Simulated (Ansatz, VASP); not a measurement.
HfO2: VASP beside Ansatz

The input INCAR:

```
PREC = Accurate ; ENCUT = 520
EDIFF = 1E-6 ; ISMEAR = 0
SIGMA = 0.1 ; LREAL = F
LASPH = T ; NELM = 100
ALGO = Normal ; ISIF = 2
LWAVE = F ; LCHARG = T
GGA = PE ; LELF = T
LVHAR = T ; NBANDS = 31
```

The input KPOINTS:

```
Automatic mesh
0
Gamma
  4 4 6
```

File POSCAR:

```
HfO2
1.0
    4.8135329900      0.0000000000      0.0000000000
    0.0000000000      4.8135329900      0.0000000000
    0.0000000000      0.0000000000      3.2054154100
Hf O
2 4
Direct
    0.0000000000      0.0000000000      0.0000000000
    0.5000000000      0.5000000000      0.5000000000
    0.1949551200      0.8050448800      0.5000000000
    0.3050448800      0.3050448800      0.0000000000
    0.6949551200      0.6949551200      0.0000000000
    0.8050448800      0.1949551200      0.5000000000
```

Input for Ansatz:

```yaml
crystal:
  lattice:
    - [4.81353299, 0.0, 0.0]
    - [0.0, 4.81353299, 0.0]
    - [0.0, 0.0, 3.20541541]
  atoms:
    - { symbol: Hf, position: [0.0, 0.0, 0.0] }
    - { symbol: Hf, position: [0.5, 0.5, 0.5] }
    - { symbol: O, position: [0.19495512, 0.80504488, 0.5] }
    - { symbol: O, position: [0.30504488, 0.30504488, 0.0] }
    - { symbol: O, position: [0.69495512, 0.69495512, 0.0] }
    - { symbol: O, position: [0.80504488, 0.19495512, 0.5] }
basis:
  ecutwfc: 420
kpoints:
  mp_grid: { grid: [4, 4, 6] }
hamiltonian:
  xc: pbe
scf:
  occupations: { method: gaussian, width: 0.1 }
output:
  forces: true
  stress: true
  eigenvalues: true
```

Measurements of this composition are mostly on another form, of space group No. 14.

Alike in both runs: task single point; functional PBE; k mesh 4 × 4 × 6; occupations gaussian, width 0.1 eV; no spin polarisation.

|  | VASP | Ansatz |
| --- | --- | --- |
| version | VASP 6.6.1 | Ansatz 0.2.0 |
| potentials or method | VASP PAW PBE potentials, release 64 (Hf_pv, O) | scalar-relativistic, plane waves, PAW |
| plane-wave cutoff (eV) | 520 | 420 |
| valence electrons in the cell | 44 | 76 |

VASP gave:

```
gap on the k mesh at the Fermi level (eV)       : 3.98
least direct gap on the mesh (eV)               : 3.98
pressure (GPa)                                  : 5.6
largest component of the traceless stress (GPa) : 0.30
rms of the force components (eV/Å)              : 0.014
```

Question: Which values does Ansatz return?

Answer: gap on the k mesh at the Fermi level (eV): 4.04; least direct gap on the mesh (eV): 4.04; pressure (GPa): 8.5; largest component of the traceless stress (GPa): 0.79; rms of the force components (eV/Å): 0.038.

Atom by atom the forces differ by 0.024 eV/Å (rms over components). With one functional, cell and mesh, what is left measures potentials, basis and numerics. The two sets of potentials don't hold the same shells in valence.

Caveats: spin-orbit coupling is left out, which moves the levels of the heavy elements. As with any semilocal functional, this PBE gap is likely too small. A k mesh can miss the band edges.
